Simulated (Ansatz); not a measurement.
Starting cell, CsBr (CsCl type):

```xyz
4
Lattice="8.7779 0.0000 0.0000 4.3890 4.3890 0.0000 4.3890 0.0000 4.3890" Properties=species:S:1:pos:R:3 pbc="T T T"
Cs     0.0000     0.0000     0.0000
Cs     4.3890     0.0000     0.0000
Br    10.9724     2.1945     2.1945
Br     6.5835     2.1945     2.1945
```

A phonon eigenvector at R = (0.5, 0.5, 0.5) is frozen into this cell: atom i moves by Q times the vector below, so Q is the largest atomic displacement, in Å. The cell is held. It is one choice among 3 degenerate patterns. (q is in reciprocal vectors of the primitive cell; the cell shown is doubled to hold the pattern.)

```json
[
 {"atom": "Cs1", "x": "0.000", "y": "0.000", "z": "-1.000"},
 {"atom": "Cs2", "x": "0.000", "y": "0.000", "z": "1.000"}
]
```

Atoms not listed stay in place.

These are PBE (plane waves to 420 eV, PAW, scalar-relativistic; Ansatz, a quantum-chemistry and plane-wave program) values and carry that method's errors. k mesh 8×8×8 (Γ-centred), Fermi-Dirac smearing 0.05 eV. Energies are smeared free energies. CsBr was relaxed with its symmetry unable to fall. The zero of ΔE is the undisplaced structure.

| Q (Å) | ΔE (meV/cell) |
|---|---|
| -0.180 | withheld |
| -0.150 | 29.3 |
| -0.120 | 18.6 |
| -0.090 | 10.4 |
| -0.060 | 4.6 |
| -0.030 | 1.1 |
| 0.000 | 0.0 |
| 0.030 | 1.1 |
| 0.060 | 4.6 |
| 0.090 | 10.4 |
| 0.120 | 18.6 |
| 0.150 | 29.3 |
| 0.180 | withheld |

Problem. Fit an even polynomial form (powers 2, 4) to the given rows and predict ΔE at Q = 0.180.

Solution. Least squares on the 11 given rows: ΔE = (1273)·Q² + (1320)·Q⁴, in meV/cell with Q in Å; root-mean-square residual 0.02 meV/cell. At 0.180 the fit gives 42.6 meV/cell; the calculation gives 42.6 meV/cell, the same to the digits shown. The quadratic term alone would give 41.2 meV/cell.

(For displaced atoms, the force is minus the slope of the energy, and its curvature is a force constant, which sets phonon frequencies.)
